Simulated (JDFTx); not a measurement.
# Si (P6_3/mmc) in JDFTx: convergence with rho ratio

Aim: find how far rho ratio must go before the results for Si settle, at PBE. This setting moves, with any that are tied to it; all else stays.

Program: JDFTx 1.7.0 (patched build). These are calculated values, not measurements. Logs are shortened: lines on timing, memory, paths and dates and some standing lists are left out, and cuts for length are marked. The log counts tension as positive stress, the text compression.

## Step 1: Starting point

Symmetry: P6_3/mmc, No. 194, hexagonal system. Conventional cell: a = 3.831 Å, b = 3.831 Å, c = 6.333 Å, α = 90.00°, β = 90.00°, γ = 120.00°. Around Si (site symmetry 3m) lie 4 Si at 2.35 to 2.37 Å.

This isn't the form of Si at room conditions, which is diamond.

## Step 2: With rho ratio 4

File Si.in:

```
lattice \
    7.2401406968    -3.6200703485     0.0000000000 \
    0.0000000000     6.2701457705     0.0000000000 \
    0.0000000000     0.0000000000    11.9669212312
coords-type Lattice
ion Si     0.6666666667     0.3333333333     0.9369905000 1
ion Si     0.3333333333     0.6666666667     0.4369905000 1
ion Si     0.6666666667     0.3333333333     0.5630095000 1
ion Si     0.3333333333     0.6666666667     0.0630095000 1

ion-species pseudo/Si.upf
elec-cutoff 18
elec-ex-corr gga-PBE
kpoint-folding 8 8 4
elec-smearing Fermi 0.0018374661
elec-n-bands 14
electronic-SCF nIterations 100 energyDiffThreshold 1e-09
electronic-minimize nIterations 30 energyDiffThreshold 1e-7
forces-output-coords Cartesian

dump-name run.$VAR
dump End Ecomponents EigStats BandEigs Kpoints Forces Stress
```

Potentials or basis: PseudoDojo-SR-PBE-0.5-stringent with smoothed tails.

Command:

```console
$ jdftx -c 1 -i Si.in -o Si.out
```

It took 33 s on 1 thread of Arm Neoverse V2, shared host; peak memory 0.12 GiB.

It converged, with:

```yaml
Free_energy: -430.8629 eV
Pressure: 1.4 GPa
Largest_force: 0.007 eV/Å
Band_gap_on_the_k_mesh: 0.42 eV, indirect (least direct gap 1.02 eV)
```

## Step 3: With rho ratio 5

Si.in: that of step 2 with these lines changed.

```diff
@@ -11,3 +11,3 @@
 ion-species pseudo/Si.upf
-elec-cutoff 18
+elec-cutoff 18 90
 elec-ex-corr gga-PBE
```

Potentials or basis: PseudoDojo-SR-PBE-0.5-stringent with smoothed tails.

Command:

```console
$ jdftx -c 1 -i Si.in -o Si.out
```

It took 34 s on 1 thread of Arm Neoverse V2, shared host; peak memory 0.12 GiB.

Results (log left out):

| Property | Result |
| --- | --- |
| Free energy | -430.8629 eV |
| Pressure | 1.4 GPa |
| Largest force | 0.007 eV/Å |
| Band gap on the k mesh | 0.42 eV, indirect (least direct gap 1.02 eV) |

## Step 4: With rho ratio 6

Si.in: that of step 3 with these lines changed.

```diff
@@ -11,3 +11,3 @@
 ion-species pseudo/Si.upf
-elec-cutoff 18 90
+elec-cutoff 18 108
 elec-ex-corr gga-PBE
```

Command:

```console
$ jdftx -c 1 -i Si.in -o Si.out
```

Run time: 35 s. Hardware: 1 thread of Arm Neoverse V2, shared host; peak memory 0.13 GiB.

Results (log left out):

* Free energy: -430.8629 eV
* Pressure: 1.4 GPa
* Largest force: 0.007 eV/Å
* Band gap on the k mesh: 0.42 eV, indirect (least direct gap 1.02 eV)

## Step 5: With rho ratio 8

Si.in: that of step 4 with these lines changed.

```diff
@@ -11,3 +11,3 @@
 ion-species pseudo/Si.upf
-elec-cutoff 18 108
+elec-cutoff 18 144
 elec-ex-corr gga-PBE
```

Command:

```console
$ jdftx -c 1 -i Si.in -o Si.out
```

It took 36 s on 1 thread of Arm Neoverse V2, shared host; peak memory 0.13 GiB.

The run converged. Its results:

```
Free energy            : -430.8629 eV
Pressure               : 1.4 GPa
Largest force          : 0.007 eV/Å
Band gap on the k mesh : 0.42 eV, indirect (least direct gap 1.02 eV)
```

## Step 6: With rho ratio 10

Si.in: that of step 5 with these lines changed.

```diff
@@ -11,3 +11,3 @@
 ion-species pseudo/Si.upf
-elec-cutoff 18 144
+elec-cutoff 18 180
 elec-ex-corr gga-PBE
```

Potentials or basis: PseudoDojo-SR-PBE-0.5-stringent with smoothed tails.

Command:

```console
$ jdftx -c 1 -i Si.in -o Si.out
```

Log:

```text
*************** JDFTx 1.7.0 (patched build) ***************

Input parsed successfully to the following command list (including defaults):
[... the input with its defaults ...]

---------- Setting up symmetries ----------

Found 24 point-group symmetries of the bravais lattice
Found 24 space-group symmetries with basis
Applied RMS atom displacement 4.1801e-10 bohrs to make symmetries exact.

---------- Initializing the Grid ----------
R =
[      7.24014     -3.62007            0  ]
[            0      6.27015            0  ]
[            0            0      11.9669  ]
unit cell volume = 543.259
G =
[   0.867826    0.50104         -0  ]
[          0    1.00208          0  ]
[          0         -0   0.525046  ]
Minimum fftbox size, Smin = [  44  44  76  ]
Chosen fftbox size, S = [  48  48  80  ]

---------- Initializing tighter grid for wavefunction operations ----------
R =
[      7.24014     -3.62007            0  ]
[            0      6.27015            0  ]
[            0            0      11.9669  ]
unit cell volume = 543.259
G =
[   0.867826    0.50104         -0  ]
[          0    1.00208          0  ]
[          0         -0   0.525046  ]
Minimum fftbox size, Smin = [  28  28  48  ]
Chosen fftbox size, S = [  28  28  48  ]

---------- Exchange Correlation functional ----------
Initalized PBE GGA exchange.
Initalized PBE GGA correlation.

---------- Setting up pseudopotentials ----------
Width of ionic core gaussian charges (only for fluid interactions / plotting) set to 0

Reading pseudopotential file 'pseudo/Si.upf':
  'Si' pseudopotential, 'PBE' functional
  Generated using ONCVPSP code by D. R. Hamann
  4 valence electrons, 2 orbitals, 6 projectors, 1001 radial grid points, with lMax = 2
    3S    l: 0   occupation:  2.0   eigenvalue: -0.397365
[... 49 lines left out ...]
	FillingsUpdate:  mu: +0.243445813  nElectrons: 16.000000
SCF: Cycle:  6   F: -15.833918870100414   dF: -5.491e-07   |Residual|: 1.298e-04   |deigs|: 1.535e-04
	FillingsUpdate:  mu: +0.243468056  nElectrons: 16.000000
SCF: Cycle:  7   F: -15.833919091274344   dF: -2.212e-07   |Residual|: 5.361e-05   |deigs|: 1.323e-04
	FillingsUpdate:  mu: +0.243462355  nElectrons: 16.000000
SCF: Cycle:  8   F: -15.833919171740707   dF: -8.047e-08   |Residual|: 2.201e-05   |deigs|: 1.040e-04
	FillingsUpdate:  mu: +0.243460023  nElectrons: 16.000000
SCF: Cycle:  9   F: -15.833919209359191   dF: -3.762e-08   |Residual|: 5.012e-06   |deigs|: 1.046e-04
	FillingsUpdate:  mu: +0.243459795  nElectrons: 16.000000
SCF: Cycle: 10   F: -15.833919223706213   dF: -1.435e-08   |Residual|: 2.497e-06   |deigs|: 9.248e-05
	FillingsUpdate:  mu: +0.243459994  nElectrons: 16.000000
SCF: Cycle: 11   F: -15.833919231161255   dF: -7.455e-09   |Residual|: 4.203e-06   |deigs|: 1.276e-04
	FillingsUpdate:  mu: +0.243460204  nElectrons: 16.000000
SCF: Cycle: 12   F: -15.833919233434788   dF: -2.274e-09   |Residual|: 6.078e-06   |deigs|: 1.020e-04
	FillingsUpdate:  mu: +0.243459894  nElectrons: 16.000000
SCF: Cycle: 13   F: -15.833919234595690   dF: -1.161e-09   |Residual|: 3.681e-06   |deigs|: 1.332e-04
	FillingsUpdate:  mu: +0.243462313  nElectrons: 16.000000
SCF: Cycle: 14   F: -15.833919234876804   dF: -2.811e-10   |Residual|: 3.270e-05   |deigs|: 8.252e-05
	FillingsUpdate:  mu: +0.243460796  nElectrons: 16.000000
SCF: Cycle: 15   F: -15.833919235244407   dF: -3.676e-10   |Residual|: 1.423e-05   |deigs|: 1.186e-04
SCF: Converged (|Delta E|<1.000000e-09 for 2 iters).

Setting wave functions to eigenvectors of Hamiltonian

# Stress tensor in Cartesian coordinates [Eh/a0^3]:
[ -4.62819e-05            0            0  ]
[            0 -4.62819e-05            0  ]
[            0            0 -4.51798e-05  ]

# Ionic positions in lattice coordinates:
ion Si   0.666666666666667   0.333333333333333   0.936990500000000 1
ion Si   0.333333333333333   0.666666666666667   0.436990500000000 1
ion Si   0.666666666666667   0.333333333333333   0.563009500000000 1
ion Si   0.333333333333333   0.666666666666667   0.063009500000000 1

# Forces in Cartesian coordinates:
force Si  -0.000000000000000   0.000000000000000   0.000127517320507 1
force Si   0.000000000000000   0.000000000000000   0.000127517320507 1
force Si   0.000000000000000  -0.000000000000000  -0.000127517320507 1
force Si   0.000000000000000   0.000000000000000  -0.000127517320507 1

# Energy components:
   Eewald =      -16.7450768357267918
       EH =        1.1213115342277633
     Eloc =       -3.5495339069521634
      Enl =        2.3034503376404789
      Exc =       -6.1779440778929677
 Exc_core =        1.0893225266122146
       KE =        6.1245574070936506
-------------------------------------
     Etot =      -15.8339130149978153
       TS =        0.0000062202465908
-------------------------------------
        F =      -15.8339192352444069

IonicMinimize: Iter:   0  F: -15.833919235244407  |grad|_K:  7.362e-05
IonicMinimize: Converged (|grad|_K<1.000000e-04).

#--- Lowdin population analysis ---
# oxidation-state Si +0.037 +0.037 +0.037 +0.037

Dumping 'run.eigStats' ...
	eMin: -0.211935 at state 0 ( [ +0.000000 +0.000000 +0.000000 ] spin 0 )
	HOMO: +0.236286 at state 0 ( [ +0.000000 +0.000000 +0.000000 ] spin 0 )
	mu  : +0.243461
	LUMO: +0.251603 at state 12 ( [ +0.000000 +0.500000 +0.000000 ] spin 0 )
	eMax: +0.475400 at state 9 ( [ +0.000000 +0.375000 +0.000000 ] spin 0 )
	HOMO-LUMO gap: +0.015317
	Optical gap  : +0.037559 at state 0 ( [ +0.000000 +0.000000 +0.000000 ] spin 0 )
Done!
```

Run time: 39 s. Hardware: 1 thread of Arm Neoverse V2, shared host; peak memory 0.14 GiB.

Results:

| Quantity | Value |
| --- | --- |
| Free energy | -430.8629 eV |
| Pressure | 1.4 GPa |
| Largest force | 0.007 eV/Å |
| Band gap on the k mesh | 0.42 eV, indirect (least direct gap 1.02 eV) |

## Step 7: Summary

| rho ratio | energy less the tightest run, at zero smearing (meV/atom) | SCF cycles | CPU time (s) | peak memory (GiB) |
| --- | --- | --- | --- | --- |
| 4 | 0.00 | 16 | 33 | 0.12 |
| 5 | 0.00 | 16 | 34 | 0.12 |
| 6 | 0.00 | 16 | 35 | 0.13 |
| 8 | 0.00 | 16 | 36 | 0.13 |
| 10 | 0.00 | 16 | 39 | 0.14 |

Against the tightest run, the energy stays within 1 meV/atom from 4 on. The tightest run that finished is the yardstick and may itself not be fully converged.
